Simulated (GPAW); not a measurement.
NaF (Villiaumite):

```xyz
2
Lattice="0.0000 2.3200 2.3200 2.3200 0.0000 2.3200 2.3200 2.3200 0.0000" Properties=species:S:1:pos:R:3 pbc="T T T"
Na    0.0000    0.0000    0.0000
F     2.3200    2.3200    2.3200
```

Base run:

- Program: GPAW 26.7.0
- Functional: AM05
- Potentials or basis: PAW data sets generated in the run's folder for this functional
- Cutoff: 800 eV
- Basis: pw
- k mesh: 10 × 10 × 10
- Occupations: fermi-dirac, width 0.05 eV
- Spin: no spin polarisation

Its results: band gap on the k mesh 6.37 eV, direct; pressure 0.2 GPa.

Problem. The run is repeated on the same cell with these changes: functional from AM05 to PBEsol. What comes out?

Solution. Band gap on the k mesh 6.16 eV, direct; pressure -1.1 GPa.
